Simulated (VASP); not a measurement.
Wanted: the native input for a VASP 6.6.1 run.

```
Task                   : relaxation of cell and atoms
Functional             : PBE
Potentials or basis    : VASP PAW PBE potentials, release 64 (Mg, H)
Cutoff                 : 600 eV
k mesh                 : 8 × 8 × 8
Occupations            : gaussian, width 0.1 eV
Spin                   : no spin polarisation
Dipole correction      : no
Further INCAR settings : ALGO = Normal; EDIFF = 1e-07; IBRION = 2; EDIFFG = -0.0325; NSW = 90; ISIF = 3
```

The structure of MgH4 lies in POSCAR:

```
MgH4
1.0
   -1.8072831474      1.8072831474      1.7568401242
    1.8072831474     -1.8072831474      1.7568401242
    1.8072831474      1.8072831474     -1.7568401242
Mg H
1 4
Direct
    0.0000000000      0.0000000000      0.0000000000
    0.2500000000      0.5000000000      0.7500000000
    0.7500000000      0.5000000000      0.2500000000
    0.5000000000      0.7500000000      0.2500000000
    0.5000000000      0.2500000000      0.7500000000
```

The cell comes from a database or a generator and needn't be the stable form of this composition.

The cell isn't the ideal one: 4 H put on empty site 2 of 1 host cells, relaxed.

One way to write it, as run:

INCAR

```
SYSTEM = MgH4
ALGO     = Normal         ! electronic algorithm
EDIFF    = 1E-7           ! SCF threshold, eV
EDIFFG   = -0.0325        ! ionic threshold
ENCUT    = 600            ! plane-wave cutoff, eV
GGA      = PE             ! functional
IBRION   = 2              ! ionic algorithm
ISIF     = 3              ! what is computed and relaxed
ISMEAR   = 0              ! smearing method
LASPH    = .TRUE.         ! aspherical terms in the spheres
LCHARG   = .FALSE.        ! write CHGCAR
LREAL    = .FALSE.        ! projectors in reciprocal space
LWAVE    = .FALSE.        ! write WAVECAR
NELM     = 100            ! most SCF steps
NSW      = 90             ! ionic steps
PREC     = Accurate       ! precision mode
SIGMA    = 0.1            ! smearing width, eV
```

KPOINTS

```
k-points
0
G
  8 8 8
  0 0 0
```

Potentials or basis: VASP PAW PBE potentials, release 64 (Mg, H).

Command:

```bash
$ cat potpaw_PBE.64/Mg/POTCAR potpaw_PBE.64/H/POTCAR > POTCAR
$ mpirun -np 1 vasp_std > vasp.out
```

It gave:

The relaxed volume is 6.09 Å³/atom and the relaxed cell is a = 3.408 Å, b = 3.408 Å, c = 3.408 Å, α = 110.41°, β = 110.41°, γ = 107.61°. The space group after relaxing (to 0.05 Å) is I4/mmm (No. 139), the energy gained by relaxing is 123.2 meV/atom and the ionic steps are 9. The pressure after relaxing is 0.3 GPa. The largest force after relaxing is 0.032 eV/Å and the band gap on the k mesh is none (metal or under the smearing width).

Caveat: the volume moved by over 15 % at a fixed basis, so the end points are rough.

It took 44 s on 1 thread of Intel(R) Xeon(R) Platinum 8559C (Emerald Rapids), on a shared host, peak memory 0.16 GiB.
